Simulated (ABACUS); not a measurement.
Runs of ABACUS 3.10.1 on KF (Carobbiite). Symmetry: Fm-3m, No. 225, cubic system. The conventional cell has a = 5.344 Å, b = 5.344 Å, c = 5.344 Å, α = 90.00°, β = 90.00°, γ = 90.00°. Around K (site symmetry m-3m) lie 6 F at 2.67 Å. Around F (site symmetry m-3m) lie 6 K at 2.67 Å. 

```csv
task,level,potentials or basis,cell,k mesh,cutoff (eV),threshold of the eigensolver,path,points for each segment of the path,SCF threshold on the density,eigensolver,gap on the mesh (eV),pressure (GPa)
relaxation of cell and atoms,PBE,"Ansatz NC PBE, TZDP LCAO (the cutoffs set its grid)",relaxed,8 × 8 × 8,1361,-,-,-,1e-07,genelpa,-,0.0
single point,PBE,"Ansatz NC PBE, TZDP LCAO (the cutoffs set its grid)",as given,8 × 8 × 8,1361,-,-,-,1e-07,genelpa,6.17,1.4
single point,r2SCAN,"SG15 ONCV 1.2 PBE, plane waves",as given,6 × 6 × 6,1320,-,-,-,1e-08,dav,6.81,(b)
single point,WC,"PseudoDojo NC SR 0.4.1 PBEsol standard, plane waves",as given,7 × 7 × 7,1143,-,-,-,1e-08,dav,(a),-0.5
```

Alike in all rows: no spin polarisation; smearing fermi-dirac 0.05 eV.

Q: Estimate the missing entries.

A: (a) 6.19; (b) -0.6.

Caveats: the atomic orbitals were generated for these runs and aren't a published set (some runs); the basis of atomic orbitals isn't converged, which shifts pressures, moduli and gaps (some runs); the potentials were made for another functional, which shifts forces and pressure (some runs); an odd mesh through Γ misses points on the zone boundary, where band edges often lie (some runs).

Not every run made on this cell is shown here.
